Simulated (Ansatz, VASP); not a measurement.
# Na in VASP and in Ansatz

```xyz
1
Lattice="-2.0287 2.0287 2.0287 2.0287 -2.0287 2.0287 2.0287 2.0287 -2.0287" Properties=species:S:1:pos:R:3 pbc="T T T"
Na    0.0000    0.0000    0.0000
```

Alike in both runs: task single point; functional LDA; k mesh 11 × 11 × 11; occupations fermi-dirac, width 0.6 eV; no spin polarisation.

```csv
,VASP,Ansatz
version,VASP 6.6.1,Ansatz 0.2.0
potentials or method,"VASP PAW LDA potentials, release 64 (Na_pv)","plane waves (420 eV) with PAW, scalar-relativistic"
plane-wave cutoff (eV),520,420
valence electrons in the cell,7,9
```

|  | VASP | Ansatz | Ansatz less VASP |
| --- | --- | --- | --- |
| pressure (GPa) | 0.6 | 0.6 | +0.03 |

The two sets of potentials don't hold the same shells in valence. Ansatz warned: «pseudo_functional_mismatch».
